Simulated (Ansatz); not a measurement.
**TaSi₂: a vibration from a frozen displacement**

Method: Ansatz 0.2.0, DFT PBEsol, scalar-relativistic, plane waves, PAW. Settings: plane waves to 420 eV, k-mesh 12×12×6 (Γ-centred), Gaussian smearing 0.15 eV. Spin–orbit coupling is left out, which matters for the heavy elements here. No spin polarisation. Energies are free energies at this smearing, counted from the undisturbed cell; pressure is positive in compression.

Reference structure (relaxed at this level; it needn't be the usual structure):

```xyz
9
Lattice="4.7609 0.0000 0.0000 -2.3804 4.1230 0.0000 0.0000 0.0000 6.5558" Properties=species:S:1:pos:R:3 pbc="T T T"
Ta    2.3804    0.0000    3.2779
Ta    1.1902    2.0615    5.4632
Ta   -1.1902    2.0615    1.0926
Si    0.0000    1.3133    3.2779
Si    3.6235    0.6567    5.4632
Si    1.2431    3.4664    1.0926
Si    2.3804    2.8097    3.2779
Si   -1.2431    3.4664    5.4632
Si    1.1374    0.6567    1.0926
```

Atom 4 (Si) is moved by x along the Cartesian unit vector (0.000, 1.000, 0.000); the cell and all other atoms stay fixed. The cell's volume is 128.68 Å³; the moved atoms weigh 28.085 u together and the others 683.269 u.

```
  x (Å)  ΔE (meV/cell) total force on the moved atoms along the move (eV/Å) pressure (GPa)
-0.1000          42.78                                                0.8579          0.1532
-0.0600          15.46                                                0.5103          0.0690
-0.0200           1.81                                                0.1736          0.0290
 0.0000           0.00                                                0.0081          0.0253
 0.0400           6.25                                               -0.3199          0.0505
 0.0800          25.58                                               -0.6471          0.1195
 0.1000          40.17                                               -0.8117          0.1704
```

Q: What frequency belongs to this motion?

A: The force constant is k = −dF/dx = 8.250 eV/Å², from the parabola through x = -0.0200, 0 and 0.0400. In every cell the moved atoms swing against the rest, so the mass is μ = m₁m₂/(m₁ + m₂) = 26.976 u, and ν̃ = 521.5 cm⁻¹ × √(|k|/μ) = 288 cm⁻¹. The pattern needn't be a normal mode: ν̃² is then a weighted mean of the squared nonzero frequencies at the zone centre of this cell, so it lies between the lowest and the highest of them.

Q: How far does the harmonic law reach?

A: At x = -0.100 Å, kx²/2 = 41.25 meV against the computed 42.78 meV (+3.7 %): the well is still close to harmonic there.

In a metal these slopes depend on the k mesh and the smearing.